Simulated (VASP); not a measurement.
# GaP (F-43m) in VASP: a series of runs, part 2 of 2

VASP 6.6.1. Earlier steps stand in the parts before.

### 3 Relaxation of cell and atoms, vdW-DF-cx

Input file INCAR:

```
PREC = Accurate ; ENCUT = 600
EDIFF = 1E-6 ; ISMEAR = -1
SIGMA = 0.05 ; LREAL = False
LASPH = True ; NELM = 60
ALGO = Normal ; ISIF = 3
LWAVE = False ; LCHARG = False
GGA = CX ; LUSE_VDW = True
AGGAC = 0.0 ; IBRION = 2
NSW = 60 ; EDIFFG = -0.01
```

Input file KPOINTS:

```
Automatic mesh
0
Gamma
  8 8 8
```

Input file POSCAR:

```
GaP
1.0
    0.0000000000      2.7252500000      2.7252500000
    2.7252500000      0.0000000000      2.7252500000
    2.7252500000      2.7252500000      0.0000000000
Ga P
1 1
Direct
    0.0000000000      0.0000000000      0.0000000000
    0.7500000000      0.7500000000      0.7500000000
```

Potentials or basis: VASP PAW PBE potentials, release 64 (Ga_d, P).

On the command line:

```console
$ cat potpaw_PBE.64/Ga_d/POTCAR potpaw_PBE.64/P/POTCAR > POTCAR
$ mpirun -np 1 vasp_std > vasp.out
```

OUTCAR:

```text
PREC = Accurate
   ENCUT = 600
   EDIFF = 1E-6
   ISMEAR = -1
   LREAL = False
   LASPH = True
   NELM = 60
   ISIF = 3
   GGA = CX
   IBRION = 2
   NSW = 60
   EDIFFG = -0.01

 ion  position               nearest neighbor table
   1  0.000  0.000  0.000-   2 2.36   2 2.36   2 2.36   2 2.36
   2  0.750  0.750  0.750-   1 2.36   1 2.36   1 2.36   1 2.36

  LATTYP: Found a face centered cubic cell.
 ALAT       =     5.4505000000

  Lattice vectors:

 A1 = (   0.0000000000,   2.7252500000,   2.7252500000)
 A2 = (   2.7252500000,   0.0000000000,   2.7252500000)
 A3 = (   2.7252500000,   2.7252500000,   0.0000000000)

Analysis of symmetry for initial positions (statically):
=====================================================================
 Subroutine PRICEL returns:
 Original cell was already a primitive cell.

 Routine SETGRP: Setting up the symmetry group for a
 face centered cubic supercell.

 Subroutine GETGRP returns: Found 24 space group operations
 (whereof 24 operations were pure point group operations)
 out of a pool of 48 trial point group operations.

The static configuration has the point symmetry T_d .

Analysis of symmetry for dynamics (positions and initial velocities):
=====================================================================
 Subroutine PRICEL returns:
 Original cell was already a primitive cell.

 Routine SETGRP: Setting up the symmetry group for a
 face centered cubic supercell.

 Subroutine GETGRP returns: Found 24 space group operations
 (whereof 24 operations were pure point group operations)
 out of a pool of 48 trial point group operations.

The dynamic configuration has the point symmetry T_d .

 Subroutine INISYM returns: Found 24 space group operations
 (whereof 24 operations are pure point group operations),
 and found     1 'primitive' translations

----------------------------------------------------------------------------------------

                                     Primitive cell

  volume of cell :      40.4808

  direct lattice vectors                    reciprocal lattice vectors
     0.000000000  2.725250000  2.725250000    -0.183469406  0.183469406  0.183469406
     2.725250000  0.000000000  2.725250000     0.183469406 -0.183469406  0.183469406
     2.725250000  2.725250000  0.000000000     0.183469406  0.183469406 -0.183469406

  length of vectors
     3.854085511  3.854085511  3.854085511     0.317778334  0.317778334  0.317778334

  position of ions in fractional coordinates (direct lattice)
     0.000000000  0.000000000  0.000000000
     0.750000000  0.750000000  0.750000000

  ion indices of the primitive-cell ions
   primitive index   ion index
                 1           1
                 2           2

----------------------------------------------------------------------------------------

 KPOINTS: Automatic mesh

Automatic generation of k-mesh.
 Grid dimensions read from file:
 generate k-points for:    8    8    8

 Generating k-lattice:

  Cartesian coordinates                     Fractional coordinates (reciprocal lattice)
    -0.022933676  0.022933676  0.022933676     0.125000000  0.000000000  0.000000000
     0.022933676 -0.022933676  0.022933676     0.000000000  0.125000000  0.000000000
     0.022933676  0.022933676 -0.022933676     0.000000000  0.000000000  0.125000000

  Length of vectors
     0.039722292  0.039722292  0.039722292

  Shift w.r.t. Gamma in fractional coordinates (k-lattice)
     0.000000000  0.000000000  0.000000000

 Subroutine IBZKPT returns following result:
 ===========================================

 Found     29 irreducible k-points:

 Following reciprocal coordinates:
            Coordinates               Weight
  0.000000  0.000000  0.000000      1.000000
  0.125000  0.000000  0.000000      8.000000
  0.250000  0.000000  0.000000      8.000000
  0.375000  0.000000  0.000000      8.000000
  0.500000  0.000000  0.000000      4.000000
  0.125000  0.125000  0.000000      6.000000
[... 16 lines left out ...]
  0.500000  0.250000  0.125000     48.000000
[... 32 lines left out ...]
   NUPDOWN=      -1.0000    fix difference up-down
   EMIN   =  10.00;   EMAX   =-10.00  energy-range for DOS
   EFERMI =   0.00;   METHOD = LEGACY
   ISMEAR =    -1;   SIGMA  =   0.05  broadening in eV -4-tet -1-fermi 0-gaus
   EFERMI_NEDOS =   21; number of points for ismear=-14 and -15
   IALGO  =     38    algorithm
   IMIX   =      4    mixing-type and parameters
     AMIX     =   0.40;   BMIX     =  1.00
     AMIX_MAG =   1.60;   BMIX_MAG =  1.00
  volume/ion in A,a.u.               =      20.24       136.59
  Fermi-wavevector in a.u.,A,eV,Ry     =   1.249538  2.361284 21.243377  1.561344
  Thomas-Fermi vector in A             =   2.383574
   LORBIT       =      0    0 simple, 1 ext, 2 COOP (PROOUT), +10 PAW based schemes
   GGA     = CX    functional components
   LHFCALC =     F    Hartree Fock is set to
   AEXX    =    0.0000 exact exchange contribution
   IVDW_NL    =     1    kernel type
   BPARAM     = 6.3000
   IVDW    =     0    specifies the selected vdW correction
   LEPSILON=     F    determine dielectric tensor
   LRPA    =     F    only Hartree local field effects (RPA)
 conjugate gradient relaxation of ions
 non-spin polarized calculation
  energy-cutoff  :      600.00
  volume of cell :       40.48
 maximum number of plane-waves:      1365
   NGX = 15   NGY = 15   NGZ = 15

 number of electron      18.0000003 magnetization

 Free energy of the ion-electron system (eV)
  ---------------------------------------------------
  ext. energy  EPLUGINS =         0.00000000
  ---------------------------------------------------
  free energy    TOTEN  =        -4.65981031 eV

  energy without entropy =       -4.65981031  energy(sigma->0) =       -4.65981031

 E-fermi :   5.3407     XC(G=0):  -9.9446

 val. band max:        4.5822395079   @ k =   0.0000   0.0000   0.0000
 cond. band min:       6.1607067048   @ k =   0.3750   0.3750   0.0000
 fundamental gap:      1.5784671970
 Fermi energy:         5.3406548864

 k-point     1 :       0.0000    0.0000    0.0000
  band No.  band energies     occupation
      1     -10.0195      2.00000
      2     -10.0195      2.00000
      3     -10.0195      2.00000
      4      -9.9203      2.00000
      5      -9.9203      2.00000
      6      -7.9163      2.00000
      7       4.5822      2.00000
      8       4.5822      2.00000
      9       4.5822      2.00000
     10       6.3721      0.00000
     11       8.4274      0.00000
     12       8.4274      0.00000
     13       8.4274      0.00000
[... 354 lines left out ...]
  band No.  band energies     occupation
      1     -10.1047      2.00000
      2      -9.9889      2.00000
      3      -9.9767      2.00000
      4      -9.9254      2.00000
      5      -9.9130      2.00000
      6      -5.4265      2.00000
      7      -1.8693      2.00000
      8       1.3637      2.00000
      9       2.6323      2.00000
     10       8.0025      0.00000
     11       8.8268      0.00000
     12      11.0079      0.00000
     13      12.4670      0.00000

 [... further k-points ...]
[... 5 lines left out ...]
  --------------------------------------------------------------------------------------
  -------------------------------------------------------------------------------------
  Total       -0.0194490     -0.0194490     -0.0194490     -0.0000000      0.0000000     -0.0000000
  in kB       -0.7697655     -0.7697655     -0.7697655     -0.0000000      0.0000000     -0.0000000
  external PRESSURE =      -0.7697655 kB  Pullay stress =       0.0000000 kB

 VOLUME and BASIS-vectors are now :
 -----------------------------------------------------------------------------
  energy-cutoff  :      600.00
  volume of cell :       40.48
      direct lattice vectors                 reciprocal lattice vectors
     0.000000000  2.725250000  2.725250000    -0.183469406  0.183469406  0.183469406
     2.725250000  0.000000000  2.725250000     0.183469406 -0.183469406  0.183469406
     2.725250000  2.725250000  0.000000000     0.183469406  0.183469406 -0.183469406

 POSITION                                       TOTAL-FORCE (eV/Angst)
 -----------------------------------------------------------------------------------
      0.00000      0.00000      0.00000         0.000000      0.000000      0.000000
      4.08788      4.08788      4.08788        -0.000000     -0.000000     -0.000000
 -----------------------------------------------------------------------------------
    total drift:                               -0.000001     -0.000001     -0.000001

  FREE ENERGIE OF THE ION-ELECTRON SYSTEM (eV)
  ---------------------------------------------------
  free  energy   TOTEN  =        -4.6598103126 eV

  energy  without entropy=       -4.6598103071  energy(sigma->0) =       -4.65981031

Total vdW correction in eV:      3.3931565

 reached required accuracy - stopping structural energy minimisation
```

OSZICAR:

```text
N       E                     dE             d eps       ncg     rms          rms(c)
DAV:   1     0.903859247358E+02    0.90386E+02   -0.99032E+03   770   0.213E+03
DAV:   2     0.198965166710E+01   -0.88396E+02   -0.85432E+02   809   0.355E+02
DAV:   3    -0.478774028895E+01   -0.67774E+01   -0.67411E+01   964   0.787E+01
DAV:   4    -0.491040633546E+01   -0.12267E+00   -0.12262E+00   886   0.119E+01
DAV:   5    -0.491374044015E+01   -0.33341E-02   -0.33339E-02   974   0.166E+00    0.415E+00
DAV:   6    -0.469075704945E+01    0.22298E+00   -0.41014E-01  1144   0.127E+01    0.270E+00
DAV:   7    -0.466036379708E+01    0.30393E-01   -0.98461E-02   989   0.262E+00    0.103E+00
DAV:   8    -0.465944640725E+01    0.91739E-03   -0.12221E-02   859   0.160E+00    0.150E-01
DAV:   9    -0.465972180362E+01   -0.27540E-03   -0.11097E-03   989   0.551E-01    0.709E-02
DAV:  10    -0.465976446687E+01   -0.42663E-04   -0.84009E-05  1035   0.103E-01    0.360E-02
DAV:  11    -0.465981034637E+01   -0.45880E-04   -0.62613E-05   804   0.803E-02    0.399E-03
DAV:  12    -0.465981031262E+01    0.33756E-07   -0.19596E-06   749   0.230E-02
   1 F= -.46598103E+01 E0= -.46598103E+01  d E =-.465981E+01
```

CONTCAR:

```text
GaP
   1.00000000000000
     0.0000000000000000    2.7252500000000000    2.7252500000000000
     2.7252500000000000    0.0000000000000000    2.7252500000000000
     2.7252500000000000    2.7252500000000000    0.0000000000000000
  Ga              P
     1     1
Direct
     0.0000000000000000    0.0000000000000000    0.0000000000000000
     0.7500000000000000    0.7500000000000000    0.7500000000000000

  0.00000000E+00  0.00000000E+00  0.00000000E+00
  0.00000000E+00  0.00000000E+00  0.00000000E+00
```

Run time: 57 s. Hardware: 1 thread of Intel Xeon Platinum 8259CL at 2.50GHz (Skylake/Cascade Lake), shared host; peak memory 0.39 GiB.

What came out:

```
Free energy             : -4.6598 eV
Pressure after relaxing : -0.1 GPa
Band gap on the k mesh  : 1.58 eV, indirect (least direct gap 1.79 eV)
```

Final structure:
```yaml
crystal:
  lattice:
    - [0.00000, 2.72525, 2.72525]
    - [2.72525, 0.00000, 2.72525]
    - [2.72525, 2.72525, 0.00000]
  atoms:
    - { symbol: Ga, position: [0.00000, 0.00000, 0.00000] }
    - { symbol: P, position: [0.75000, 0.75000, 0.75000] }
```

Levels at points of the mesh, in eV from the valence-band top:
| k point | band 7 | band 8 | band 9 | band 10 | band 11 | band 12 |
| --- | --- | --- | --- | --- | --- | --- |
| (0.00, 0.00, 0.00) | 0.00 | 0.00 | 0.00 | 1.79 | 3.85 | 3.85 |
| (0.50, 0.00, 0.00) | -6.67 | -1.12 | -1.12 | 1.63 | 4.67 | 4.67 |
| (0.50, 0.50, 0.00) | -6.79 | -2.70 | -2.70 | 1.58 | 1.77 | 10.56 |

Caveat: the relaxation stopped at its first step, so nothing moved; the PAW data sets were made with another functional, which shifts forces and pressure a little. A k mesh can miss the band edges.

### 4 Relaxation of cell and atoms, rev-vdW-DF2

Input file INCAR:

```
SYSTEM = GaP
PREC = Accurate
ENCUT = 600
EDIFF = 1E-6
ISMEAR = -1
SIGMA = 0.05
LREAL = .FALSE.
LASPH = .TRUE.
NELM = 80
ALGO = Normal
ISIF = 3
LWAVE = .FALSE.
LCHARG = .FALSE.
GGA = MK
LUSE_VDW = .TRUE.
AGGAC = 0.0
PARAM1 = 0.1234
PARAM2 = 0.711357
ZAB_VDW = -1.8867
IBRION = 2
NSW = 40
EDIFFG = -0.005
```

Input file KPOINTS:

```
Automatic mesh
0
G
  8 8 8
  0 0 0
```

POSCAR is that of step 3.

On the command line:

```console
$ cat potpaw_PBE.64/Ga_d/POTCAR potpaw_PBE.64/P/POTCAR > POTCAR
$ mpirun -np 1 vasp_std > vasp.out
```

Wall time 4.5 min (1 thread of Intel Xeon Platinum 8259CL at 2.50GHz (Skylake/Cascade Lake), shared host); peak memory 0.4 GiB.

The run converged. Its results:

```yaml
Free_energy: -4.9626 eV
Relaxed_volume: 20.52 Å³/atom
Relaxed_cell: a = 3.872 Å, b = 3.872 Å, c = 3.872 Å, α = 60.00°, β = 60.00°, γ = 60.00°
Space_group_after_relaxing_to_0.05_Å: F-43m (No. 216)
Energy_gained_by_relaxing: 1.0 meV/atom
Ionic_steps: 6
Pressure_after_relaxing: 0.0 GPa
Band_gap_on_the_k_mesh: 1.57 eV, indirect (least direct gap 1.61 eV)
```

Step by step:
```
step  energy change (eV)  largest force (eV/Å)  pressure (GPa)  volume (Å³)
   1              0.0000                0.0000            1.14        40.48
   2             -0.0016                0.0000           -0.58        41.33
   3             -0.0020                0.0000            0.05        41.05
   4             -0.0020                0.0000           -0.11        41.07
   5             -0.0020                0.0000            0.12        40.99
   6             -0.0020                0.0000            0.00        41.05
```

Final structure:
```
Ga P
1.0
     0.00000    2.73791    2.73791
     2.73791    0.00000    2.73791
     2.73791    2.73791    0.00000
Ga P
1 1
Direct
  0.00000 0.00000 0.00000
  0.75000 0.75000 0.75000
```

Levels at points of the mesh, in eV from the valence-band top:
| k point | band 6 | band 7 | band 8 | band 9 | band 10 | band 11 | band 12 | band 13 |
| --- | --- | --- | --- | --- | --- | --- | --- | --- |
| (0.00, 0.00, 0.00) | -12.40 | 0.00 | 0.00 | 0.00 | 1.61 | 3.87 | 3.87 | 3.87 |
| (0.50, 0.00, 0.00) | -10.37 | -6.58 | -1.10 | -1.10 | 1.57 | 4.70 | 4.70 | 8.17 |
| (0.50, 0.50, 0.00) | -9.48 | -6.73 | -2.64 | -2.64 | 1.63 | 1.80 | 10.45 | 10.45 |

Caveat: the PAW data sets were made with another functional, which shifts forces and pressure a little. A k mesh can miss the band edges.

### 5 Relaxation of cell and atoms, LDA

Input file INCAR:

```
SYSTEM = GaP
PREC     = Accurate       ! precision mode
ENCUT    = 600            ! plane-wave cutoff, eV
EDIFF    = 1E-7           ! SCF threshold, eV
ISMEAR   = -1             ! smearing method
SIGMA    = 0.05           ! smearing width, eV
LREAL    = .FALSE.        ! projectors in reciprocal space
LASPH    = .TRUE.         ! aspherical terms in the spheres
NELM     = 80             ! most SCF steps
ALGO     = Normal         ! electronic algorithm
ISIF     = 3              ! what is computed and relaxed
LWAVE    = .FALSE.        ! write WAVECAR
LCHARG   = .FALSE.        ! write CHGCAR
GGA      = CA             ! functional
IBRION   = 2              ! ionic algorithm
NSW      = 40             ! ionic steps
EDIFFG   = -0.01          ! ionic threshold
```

Input file KPOINTS:

```
regular mesh
0
G
  8 8 8
  0 0 0
```

POSCAR is that of step 4.

Potentials or basis: VASP PAW LDA potentials, release 64 (Ga_d, P).

On the command line:

```console
$ cat potpaw_LDA.64/Ga_d/POTCAR potpaw_LDA.64/P/POTCAR > POTCAR
$ mpirun -np 1 vasp_std > vasp.out
```

It took 23 s on 1 thread of AMD EPYC 9R45 (Zen 5), shared host; peak memory 0.14 GiB.

It converged, with:

- Free energy: -10.4511 eV
- Relaxed volume: 19.61 Å³/atom
- Relaxed cell: a = 3.814 Å, b = 3.814 Å, c = 3.814 Å, α = 60.00°, β = 60.00°, γ = 60.00°
- Space group after relaxing (to 0.05 Å): F-43m (No. 216)
- Energy gained by relaxing: 5.4 meV/atom
- Ionic steps: 3
- Pressure after relaxing: 0.0 GPa
- Band gap on the k mesh: 1.43 eV, indirect (least direct gap 1.90 eV)

Step by step:
```tsv
step	energy change (eV)	largest force (eV/Å)	pressure (GPa)	volume (Å³)
1	0.0000	0.0000	-2.66	40.48
2	-0.0075	0.0000	1.61	38.55
3	-0.0108	0.0000	-0.01	39.22
```

Final structure:
```yaml
crystal:
  lattice:
    - [0.00000, 2.69659, 2.69659]
    - [2.69659, 0.00000, 2.69659]
    - [2.69659, 2.69659, 0.00000]
  atoms:
    - { symbol: Ga, position: [0.00000, 0.00000, 0.00000] }
    - { symbol: P, position: [0.75000, 0.75000, 0.75000] }
```

Levels at points of the mesh, in eV from the valence-band top:
| k point | band 6 | band 7 | band 8 | band 9 | band 10 | band 11 | band 12 | band 13 |
| --- | --- | --- | --- | --- | --- | --- | --- | --- |
| (0.00, 0.00, 0.00) | -12.75 | 0.00 | 0.00 | 0.00 | 1.90 | 3.78 | 3.78 | 3.78 |
| (0.50, 0.00, 0.00) | -10.56 | -6.89 | -1.18 | -1.18 | 1.61 | 4.62 | 4.62 | 8.11 |
| (0.50, 0.50, 0.00) | -9.60 | -6.99 | -2.82 | -2.82 | 1.43 | 1.65 | 10.69 | 10.69 |

A k mesh can miss the band edges. LDA usually gives volumes a few per cent too small.

### 6 Relaxation of cell and atoms, PBE

Changes to INCAR since step 5:

```diff
@@ -13,3 +13,3 @@
 LCHARG   = .FALSE.        ! write CHGCAR
-GGA      = CA             ! functional
+GGA      = PE             ! functional
 IBRION   = 2              ! ionic algorithm
```

KPOINTS is that of step 5.

POSCAR is that of step 5.

Potentials or basis: VASP PAW PBE potentials, release 64 (Ga_d, P).

On the command line:

```console
$ cat potpaw_PBE.64/Ga_d/POTCAR potpaw_PBE.64/P/POTCAR > POTCAR
$ mpirun -np 1 vasp_std > vasp.out
```

Wall time 27 s (1 thread of AMD EPYC 9R45 (Zen 5), shared host); peak memory 0.16 GiB.

It converged, with:

```yaml
Free_energy: -9.1253 eV
Relaxed_volume: 20.86 Å³/atom
Relaxed_cell: a = 3.893 Å, b = 3.893 Å, c = 3.893 Å, α = 60.00°, β = 60.00°, γ = 60.00°
Space_group_after_relaxing_to_0.05_Å: F-43m (No. 216)
Energy_gained_by_relaxing: 4.6 meV/atom
Ionic_steps: 3
Pressure_after_relaxing: 0.0 GPa
Band_gap_on_the_k_mesh: 1.58 eV, direct
```

The path:
```tsv
step	energy change (eV)	largest force (eV/Å)	pressure (GPa)	volume (Å³)
1	0.0000	0.0000	2.46	40.48
2	-0.0071	0.0000	-1.06	42.33
3	-0.0092	0.0000	0.00	41.71
```

Final structure:
```
Ga P
1.0
     0.00000    2.75266    2.75266
     2.75266    0.00000    2.75266
     2.75266    2.75266    0.00000
Ga P
1 1
Direct
  0.00000 0.00000 0.00000
  0.75000 0.75000 0.75000
```

Levels at points of the mesh, in eV from the valence-band top:
| k point | band 6 | band 7 | band 8 | band 9 | band 10 | band 11 | band 12 | band 13 |
| --- | --- | --- | --- | --- | --- | --- | --- | --- |
| (0.00, 0.00, 0.00) | -12.27 | 0.00 | 0.00 | 0.00 | 1.58 | 3.90 | 3.90 | 3.90 |
| (0.50, 0.00, 0.00) | -10.30 | -6.46 | -1.07 | -1.07 | 1.58 | 4.73 | 4.73 | 8.23 |
| (0.50, 0.50, 0.00) | -9.44 | -6.61 | -2.58 | -2.58 | 1.72 | 1.85 | 10.37 | 10.37 |

### 7 The reference run

An earlier run on the cell as given: functional PBE; potentials or basis VASP PAW PBE potentials, release 64 (Ga_d, P); cutoff 520 eV; k mesh 8 × 8 × 8; occupations fermi-dirac, width 0.05 eV; no spin polarisation.

* Pressure: 2.5 GPa
* Band gap on the k mesh: 1.64 eV, indirect (least direct gap 1.83 eV)

### 8 Summary

```csv
task,level,potentials or basis,cell,cutoff (eV),gap on the mesh (eV),pressure (GPa),relaxed volume (Å³/atom)
relaxation of cell and atoms,BEEF-vdW,"VASP PAW PBE potentials, release 64 (Ga_d, P)",relaxed,600,1.58,0.1,21.02
relaxation of cell and atoms,vdW-DF-cx,"VASP PAW PBE potentials, release 64 (Ga_d, P)",relaxed,600,1.58,-0.1,-
relaxation of cell and atoms,rev-vdW-DF2,"VASP PAW PBE potentials, release 64 (Ga_d, P)",relaxed,600,1.57,0.0,20.52
relaxation of cell and atoms,LDA,"VASP PAW LDA potentials, release 64 (Ga_d, P)",relaxed,600,1.43,0.0,19.61
relaxation of cell and atoms,PBE,"VASP PAW PBE potentials, release 64 (Ga_d, P)",relaxed,600,1.58,0.0,20.86
single point,PBE,"VASP PAW PBE potentials, release 64 (Ga_d, P)",as given,520,1.64,2.5,-
```

Alike in all rows: no spin polarisation; k mesh 8 × 8 × 8; smearing fermi-dirac 0.05 eV.

Caveats: the PAW data sets were made with another functional, which shifts forces and pressure a little (some runs); the relaxation stopped at its first step, so nothing moved (some runs).

Absolute energies hang on the potentials; compare differences alone.
